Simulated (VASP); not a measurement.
# ZnO in VASP: a series of runs, part 2 of 2

VASP 6.6.1. The steps go on from the part before.

## (3) Relaxation of the atoms, LDA

The input, INCAR:

```
SYSTEM = ZnO
ALGO = Normal
DIPOL = 0.5 0.5 0.500
EDIFF = 1E-6
EDIFFG = -0.02
ENCUT = 520
IBRION = 2
IDIPOL = 3
ISIF = 2
ISMEAR = 0
LASPH = .True.
LCHARG = .False.
LDIPOL = .True.
LREAL = .False.
LUSENCCL = .False.
LWAVE = .False.
NELM = 80
NSW = 80
PREC = Accurate
SIGMA = 0.03
```

The input, KPOINTS:

```
k-points
0
Gamma
  8 5 1
  0 0 0
```

The input, POSCAR:

```
ZnO
1.0
    3.1939353800      0.0000000000      0.0000000000
    0.0000000000      5.1636360000      0.0000000000
    0.0000000000      0.0000000000     26.9861298300
Zn O
10 10
Direct
    0.9999997600      0.4996490000      0.2779205500
    0.5000008200      0.9996490000      0.3120866800
    0.4999999500      0.4996490000      0.3804187400
    0.0000010200      0.9996490000      0.4145848700
    0.0000001500      0.4996490000      0.4829169300
    0.5000012100      0.9996490000      0.5170830700
    0.5000003400      0.4996490000      0.5854151300
    0.0000014000      0.9996490000      0.6195812600
    0.0000005300      0.4996490000      0.6879133200
    0.5000016000      0.9996490000      0.7220794500
    0.9999997600      0.1213410000      0.2779205500
    0.5000008200      0.6213410000      0.3120866800
    0.4999999500      0.1213410000      0.3804187400
    0.0000010200      0.6213410000      0.4145848700
    0.0000001500      0.1213410000      0.4829169300
    0.5000012100      0.6213410000      0.5170830700
    0.5000003400      0.1213410000      0.5854151300
    0.0000014000      0.6213410000      0.6195812600
    0.0000005300      0.1213410000      0.6879133200
    0.5000016000      0.6213410000      0.7220794500
```

Potentials or basis: VASP PAW LDA potentials, release 64 (Zn, O).

On the command line:

```
> cat potpaw_LDA.64/Zn/POTCAR potpaw_LDA.64/O/POTCAR > POTCAR
> mpirun -np 1 vasp_std > vasp.out
```

OUTCAR:

```text
SYSTEM = ZnO
   EDIFF = 1E-6
   EDIFFG = -0.02
   ENCUT = 520
   IBRION = 2
   ISIF = 2
   ISMEAR = 0
   LASPH = .True.
   LREAL = .False.
   NELM = 80
   NSW = 80
   PREC = Accurate

 ion  position               nearest neighbor table
   1  1.000  0.500  0.278-  12 1.95  12 1.95  11 1.95
   2  0.500  1.000  0.312-  11 1.95  13 1.95  11 1.95  12 1.95
   3  0.500  0.500  0.380-  14 1.95  12 1.95  14 1.95  13 1.95
   4  0.000  1.000  0.415-  13 1.95  15 1.95  13 1.95  14 1.95
   5  0.000  0.500  0.483-  16 1.95  14 1.95  16 1.95  15 1.95
   6  0.500  1.000  0.517-  15 1.95  17 1.95  15 1.95  16 1.95
   7  0.500  0.500  0.585-  18 1.95  16 1.95  18 1.95  17 1.95
   8  0.000  1.000  0.620-  17 1.95  19 1.95  17 1.95  18 1.95
   9  0.000  0.500  0.688-  20 1.95  18 1.95  20 1.95  19 1.95
  10  0.500  1.000  0.722-  19 1.95  19 1.95  20 1.95
  11  1.000  0.121  0.278-   2 1.95   2 1.95   1 1.95
  12  0.500  0.621  0.312-   1 1.95   3 1.95   1 1.95   2 1.95
  13  0.500  0.121  0.380-   4 1.95   2 1.95   4 1.95   3 1.95
  14  0.000  0.621  0.415-   3 1.95   5 1.95   3 1.95   4 1.95
  15  0.000  0.121  0.483-   6 1.95   4 1.95   6 1.95   5 1.95
  16  0.500  0.621  0.517-   5 1.95   7 1.95   5 1.95   6 1.95
  17  0.500  0.121  0.585-   8 1.95   6 1.95   8 1.95   7 1.95
  18  0.000  0.621  0.620-   7 1.95   9 1.95   7 1.95   8 1.95
  19  0.000  0.121  0.688-  10 1.95   8 1.95  10 1.95   9 1.95
  20  0.500  0.621  0.722-   9 1.95   9 1.95  10 1.95

  LATTYP: Found a simple orthorhombic cell.
 ALAT       =     3.1939353800
 B/A-ratio  =     1.6167002101
 C/A-ratio  =     8.4491784020

  Lattice vectors:

 A1 = (   3.1939353800,   0.0000000000,   0.0000000000)
 A2 = (   0.0000000000,   5.1636360000,   0.0000000000)
 A3 = (   0.0000000000,   0.0000000000,  26.9861298300)

Analysis of symmetry for initial positions (statically):
=====================================================================
[... 359 lines left out ...]
  free  energy   TOTEN  =      -103.0819165815 eV

  energy  without entropy=     -103.0819165815  energy(sigma->0) =     -103.08191658

[... ionic steps 4 to 19 ...]

--------------------------------------- Ionic step       20  -------------------------------------------

 number of electron     180.0000077 magnetization

------------------------ aborting loop because EDIFF is reached ----------------------------------------
[... 49 lines left out ...]
--------------------------------------- Ionic step       21  -------------------------------------------

 number of electron     180.0000078 magnetization

 dipolmoment           0.000000      0.000000     -0.000000 electrons x Angstroem

------------------------ aborting loop because EDIFF is reached ----------------------------------------

  FORCE on cell =-STRESS in cart. coord.  units (eV):
  Direction    XX          YY          ZZ          XY          YZ          ZX
  --------------------------------------------------------------------------------------
  -------------------------------------------------------------------------------------
  Total        3.3940902      2.5737126     -0.4893758      0.0000000      0.0000000      0.0000000
  in kB       12.2183233      9.2650611     -1.7616950      0.0000000      0.0000000      0.0000000
  external PRESSURE =       6.5738965 kB  Pullay stress =       0.0000000 kB
[... 41 lines left out ...]
--------------------------------------- Ionic step       22  -------------------------------------------

 number of electron     180.0000081 magnetization

 dipolmoment           0.000000      0.000000      0.000000 electrons x Angstroem

 Free energy of the ion-electron system (eV)
  ---------------------------------------------------
  ext. energy  EPLUGINS =         0.00000000
  ---------------------------------------------------
  free energy    TOTEN  =      -103.32328364 eV

  energy without entropy =     -103.32328364  energy(sigma->0) =     -103.32328364

 E-fermi :  -1.9885     XC(G=0):  -6.4371

 val. band max:       -2.1690118027   @ k =   0.0000   0.0000   0.0000
 cond. band min:      -1.3462115372   @ k =   0.0000   0.0000   0.0000
 fundamental gap:      0.8228002655
 Fermi energy:        -1.9885162017

 k-point     1 :       0.0000    0.0000    0.0000
  band No.  band energies     occupation
      1     -20.6264      2.00000
      2     -20.5588      2.00000
      3     -20.3657      2.00000
      4     -20.1162      2.00000
      5     -19.8728      2.00000
      6     -19.7304      2.00000
[... 1564 lines left out ...]
    101       4.5490      0.00000
    102       4.5490      0.00000
 [bands above 102 left out]

------------------------ aborting loop because EDIFF is reached ----------------------------------------

 vacuum level on the upper side and lower side of the slab       (xc-potential included)        -0.109        -0.109

  FORCE on cell =-STRESS in cart. coord.  units (eV):
  Direction    XX          YY          ZZ          XY          YZ          ZX
  --------------------------------------------------------------------------------------
  -------------------------------------------------------------------------------------
  Total        3.3490957      2.7551486     -0.4567575      0.0000000      0.0000000      0.0000000
  in kB       12.0563484      9.9182089     -1.6442730      0.0000000      0.0000000      0.0000000
  external PRESSURE =       6.7767614 kB  Pullay stress =       0.0000000 kB
[... 35 lines left out ...]
  FREE ENERGIE OF THE ION-ELECTRON SYSTEM (eV)
  ---------------------------------------------------
  free  energy   TOTEN  =      -103.3232836441 eV

  energy  without entropy=     -103.3232836441  energy(sigma->0) =     -103.32328364

 reached required accuracy - stopping structural energy minimisation

 vacuum level on the upper side and lower side of the slab         3.780         3.780
```

CONTCAR:

```text
ZnO
    1.000000000000000
     3.1939353800000001    0.0000000000000000    0.0000000000000000
     0.0000000000000000    5.1636360000000003    0.0000000000000000
     0.0000000000000000    0.0000000000000000   26.9861298299999994
  Zn              O
    10    10
Direct
     0.9999997600000015    0.4682157633706808    0.2903831274502384
     0.5000008199999968    0.0045616672205222    0.3075192510316743
     0.4999999500000030    0.5008113427634993    0.3826900476406824
     0.0000010199999991    0.0055250862128013    0.4129429963580161
     0.0000001499999982    0.5018556858178477    0.4840046801859514
     0.5000012100000006    0.0018556858178477    0.5159953198140488
[... 12 lines left out ...]
     0.0000005300000012    0.1281983292722221    0.6873118135813376
     0.5000015999999974    0.6211821506917783    0.7225913067588224

  0.00000000E+00  0.00000000E+00  0.00000000E+00
  0.00000000E+00  0.00000000E+00  0.00000000E+00
  0.00000000E+00  0.00000000E+00  0.00000000E+00
  0.00000000E+00  0.00000000E+00  0.00000000E+00
  0.00000000E+00  0.00000000E+00  0.00000000E+00
  0.00000000E+00  0.00000000E+00  0.00000000E+00
[... 12 lines left out ...]
  0.00000000E+00  0.00000000E+00  0.00000000E+00
  0.00000000E+00  0.00000000E+00  0.00000000E+00
```

It took 76 min on 1 × NVIDIA H100 80GB with 1 thread of AMD EPYC 7R13 (Zen 3), shared host; peak memory 1.7 GiB.

Results:

```yaml
Free_energy: -103.3233 eV
Energy_gained_by_relaxing: 36.1 meV/atom
Ionic_steps: 22
Largest_force_after_relaxing: 0.019 eV/Å
Band_gap_on_the_k_mesh: 0.82 eV, direct
```

Forces in eV/Å, atoms in the order of the input:
```
Zn   0.000  0.018  0.004
Zn   0.000 -0.012  0.002
Zn   0.000 -0.001 -0.001
Zn   0.000  0.009  0.005
Zn   0.000  0.008 -0.006
Zn   0.000  0.008  0.006
Zn   0.000  0.009 -0.005
Zn   0.000 -0.001  0.001
Zn   0.000 -0.012 -0.002
Zn   0.000  0.018 -0.004
O    0.000 -0.018  0.005
O    0.000 -0.008  0.008
O    0.000 -0.013  0.005
O    0.000  0.006 -0.005
O    0.000  0.010  0.008
O    0.000  0.010 -0.008
O    0.000  0.006  0.005
O    0.000 -0.013 -0.005
O    0.000 -0.008 -0.008
O    0.000 -0.018 -0.005
```

The path:
```csv
step,energy change (eV),largest force (eV/Å),pressure (GPa)
1,0.0000,1.8918,-1.18
2,-0.4370,0.9649,-0.53
3,-0.4804,0.8888,-0.16
4,-0.6036,0.4706,0.01
5,-0.6223,0.4664,0.13
6,-0.6668,0.2828,0.30
7,-0.6735,0.3038,0.40
8,-0.6888,0.1763,0.40
9,-0.6894,0.2104,0.40
10,-0.6988,0.1598,0.47
11,-0.7000,0.1415,0.49
12,-0.7076,0.1283,0.48
13,-0.7094,0.1277,0.46
14,-0.7152,0.0960,0.51
15,-0.7164,0.1048,0.55
16,-0.7193,0.0880,0.58
17,-0.7194,0.0760,0.58
18,-0.7207,0.0404,0.63
19,-0.7207,0.0472,0.64
20,-0.7215,0.0250,0.65
21,-0.7215,0.0256,0.66
22,-0.7217,0.0186,0.68
```

Final structure:
```
CELL_PARAMETERS angstrom
3.19394 0.00000 0.00000
0.00000 5.16364 0.00000
0.00000 0.00000 26.98613
ATOMIC_POSITIONS crystal
Zn 0.00000 0.46822 0.29038
Zn 0.50000 0.00456 0.30752
Zn 0.50000 0.50081 0.38269
Zn 0.00000 0.00553 0.41294
Zn 0.00000 0.50186 0.48400
Zn 0.50000 0.00186 0.51600
Zn 0.50000 0.50553 0.58706
Zn 0.00000 0.00081 0.61731
Zn 0.00000 0.50456 0.69248
Zn 0.50000 0.96822 0.70962
O 0.00000 0.12118 0.27741
O 0.50000 0.62820 0.31269
O 0.50000 0.12493 0.37909
O 0.00000 0.62605 0.41538
O 0.00000 0.12362 0.48205
O 0.50000 0.62362 0.51795
O 0.50000 0.12605 0.58462
O 0.00000 0.62493 0.62091
O 0.00000 0.12820 0.68731
O 0.50000 0.62118 0.72259
```

Levels at points of the mesh, in eV from the valence-band top:
```
           k point  band 87  band 88  band 89  band 90  band 91  band 92  band 93  band 94
(0.00, 0.00, 0.00)    -0.37    -0.35    -0.02     0.00     0.82     1.53     2.47     3.46
(0.50, 0.00, 0.00)    -1.22    -1.22    -0.97    -0.97     4.89     4.89     5.58     5.58
```

As with any semilocal functional, this LDA gap is likely too small.

## (4) Single point, LDA

The input, INCAR:

```
ALGO = Normal ; DIPOL = 0.5 0.5 0.500
EDIFF = 1E-6 ; ENCUT = 520
ICORELEVEL = 1 ; IDIPOL = 3
ISIF = 2 ; ISMEAR = 0
LASPH = True ; LCHARG = False
LDIPOL = True ; LREAL = False
LUSENCCL = False ; LVACPOTAV = True
LVHAR = True ; LWAVE = False
NBANDS = 106 ; NELM = 80
PREC = Accurate ; SIGMA = 0.03
```

The input, KPOINTS:

```
k-points
0
Gamma
  8 5 1
```

The input, POSCAR:

```
ZnO                                     
1.0
    3.1939353800      0.0000000000      0.0000000000
    0.0000000000      5.1636360000      0.0000000000
    0.0000000000      0.0000000000     26.9861298300
  Zn              O             
    10    10
Direct
     0.9999997600000015    0.4682157633706808    0.2903831274502384
     0.5000008199999968    0.0045616672205222    0.3075192510316743
     0.4999999500000030    0.5008113427634993    0.3826900476406824
     0.0000010199999991    0.0055250862128013    0.4129429963580161
     0.0000001499999982    0.5018556858178477    0.4840046801859514
     0.5000012100000006    0.0018556858178477    0.5159953198140488
     0.5000003399999997    0.5055250862128013    0.5870570036419839
     0.0000014000000021    0.0008113427634994    0.6173099523593174
     0.0000005300000012    0.5045616672205222    0.6924807489683256
     0.5000015999999974    0.9682157633706806    0.7096168725497614
     0.9999997600000015    0.1211821506917781    0.2774086932411776
     0.5000008199999968    0.6281983292722221    0.3126881864186623
     0.4999999500000030    0.1249319505645399    0.3790890186307453
     0.0000010199999991    0.6260489864788417    0.4153840715721624
     0.0000001499999982    0.1236190376072621    0.4820531245486628
     0.5000012100000006    0.6236190376072619    0.5179468754513374
     0.5000003399999997    0.1260489864788417    0.5846159284278375
     0.0000014000000021    0.6249319505645397    0.6209109813692545
     0.0000005300000012    0.1281983292722221    0.6873118135813376
     0.5000015999999974    0.6211821506917783    0.7225913067588224
```

On the command line:

```
> cat potpaw_LDA.64/Zn/POTCAR potpaw_LDA.64/O/POTCAR > POTCAR
> mpirun -np 1 vasp_std > vasp.out
```

Run time: 7.7 min. Hardware: 1 × NVIDIA H100 80GB with 1 thread of AMD EPYC 7R13 (Zen 3), shared host; peak memory 1.7 GiB.

Results (log left out):

| Item | Value |
| --- | --- |
| Free energy | -103.3233 eV |
| Largest force | 0.019 eV/Å |
| Band gap on the k mesh | 0.82 eV, direct |
| Ionisation potential of the upper face | 6.06 eV |

Forces in eV/Å, atoms in the order of the input:
```
Zn   0.000  0.018  0.004
Zn   0.000 -0.012  0.002
Zn   0.000 -0.001 -0.001
Zn   0.000  0.009  0.005
Zn   0.000  0.008 -0.006
Zn   0.000  0.008  0.006
Zn   0.000  0.009 -0.005
Zn   0.000 -0.001  0.001
Zn   0.000 -0.012 -0.002
Zn   0.000  0.018 -0.004
O    0.000 -0.018  0.005
O    0.000 -0.008  0.008
O    0.000 -0.012  0.005
O    0.000  0.006 -0.005
O    0.000  0.010  0.007
O    0.000  0.010 -0.007
O    0.000  0.006  0.005
O    0.000 -0.012 -0.005
O    0.000 -0.008 -0.008
O    0.000 -0.018 -0.005
```

Levels at points of the mesh, in eV from the valence-band top:
| k point | band 88 | band 89 | band 90 | band 91 | band 92 | band 93 |
| --- | --- | --- | --- | --- | --- | --- |
| (0.00, 0.00, 0.00) | -0.35 | -0.02 | 0.00 | 0.82 | 1.53 | 2.47 |
| (0.50, 0.00, 0.00) | -1.22 | -0.97 | -0.97 | 4.89 | 4.89 | 5.58 |

Core levels (eV, on the scale of the bands):
```csv
atom,levels
1 Zn,"1s -9474.3, 2s -1150.2, 2p -998.7, 3s -125.4, 3p -80.2"
2 Zn,"1s -9473.1, 2s -1149.0, 2p -997.5, 3s -124.3, 3p -79.2"
3 Zn,"1s -9473.8, 2s -1149.7, 2p -998.2, 3s -125.0, 3p -79.8"
4 Zn,"1s -9473.5, 2s -1149.4, 2p -997.9, 3s -124.7, 3p -79.6"
5 Zn,"1s -9473.6, 2s -1149.5, 2p -998.0, 3s -124.8, 3p -79.7"
6 Zn,"1s -9473.6, 2s -1149.5, 2p -998.0, 3s -124.8, 3p -79.7"
```

As with any semilocal functional, this LDA gap is likely too small.
